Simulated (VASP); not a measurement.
The system is Cd.

```
Cd
1.0
    -1.78432    1.78432    1.78432
     1.78432   -1.78432    1.78432
     1.78432    1.78432   -1.78432
Cd
1
Direct
  0.00000 0.00000 0.00000
```

This isn't the form of Cd at room conditions, which is hcp.

```yaml
Program: VASP 6.6.1
Task: relaxation of cell and atoms
Functional: optB88-vdW
Potentials_or_basis: VASP PAW PBE potentials, release 64 (Cd)
Cutoff: 600 eV
k_mesh: 10 × 10 × 10
Occupations: fermi-dirac, width 0.05 eV
Spin: no spin polarisation
```

At the start: pressure 1.1 GPa; volume 22.72 Å³/atom.

**Question.** Where does the relaxation end?

**Answer.** Over 3 steps the energy falls by 2.3 meV/atom and the volume is 23.37 Å³/atom (+2.9 %); space group Im-3m (No. 229, to 0.05 Å).

The path:
```csv
step,energy change (eV),largest force (eV/Å),pressure (GPa),volume (Å³)
1,0.0000,0.0000,1.12,22.72
2,-0.0022,0.0000,0.21,23.25
3,-0.0023,0.0000,0.01,23.37
```

Final structure:
```xyz
1
Lattice="-1.8012 1.8012 1.8012 1.8012 -1.8012 1.8012 1.8012 1.8012 -1.8012" Properties=species:S:1:pos:R:3 pbc="T T T"
Cd    0.0000    0.0000    0.0000
```

Caveat: the PAW data sets were made with another functional, which shifts forces and pressure a little.
